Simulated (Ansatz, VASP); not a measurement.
CdS in VASP and in Ansatz

```
Cd S
1.0
     0.00000    2.75324    2.75324
     2.75324    0.00000    2.75324
     2.75324    2.75324    0.00000
Cd S
1 1
Cartesian
  0.0000 0.0000 0.0000
  2.7532 2.7532 2.7532
```

Measurements of this composition are mostly on another form, of space group No. 186.

Alike in both runs: task relaxation of cell and atoms; functional PBEsol; k mesh 6 × 6 × 6; occupations fermi-dirac, width 0.05 eV; spin-orbit coupling, no magnetisation.

```csv
,VASP,Ansatz
version,VASP 6.6.1,Ansatz 0.2.0
potentials or method,"VASP PAW PBE potentials, release 64 (Cd, S)",Ansatz PAW
plane-wave cutoff (eV),600,420
valence electrons in the cell,18,26
```

Ansatz gave:

- gap on the k mesh at the Fermi level, each at its own relaxed structure (eV): 0.12
- relaxed volume (Å³/atom): 19.65
- relaxed cell length with the largest relative difference (Å): 3.816
- energy change over the relaxation (meV/atom): -18

**Question.** Estimate VASP's values.

**Answer.** gap on the k mesh at the Fermi level, each at its own relaxed structure (eV): 0.12; relaxed volume (Å³/atom): 19.77; relaxed cell length with the largest relative difference (Å): 3.824; energy change over the relaxation (meV/atom): -14.

The two sets of potentials don't hold the same shells in valence.

Caveats: the PAW data sets were made with another functional, which shifts forces and pressure a little (VASP); the plane-wave basis is chosen anew once the cell has moved, so the energies of steps on either side of that aren't comparable (Ansatz); the PAW data sets come from PBE, with cores solved anew for the run's functional, which leaves a small shift of forces and pressure (Ansatz).
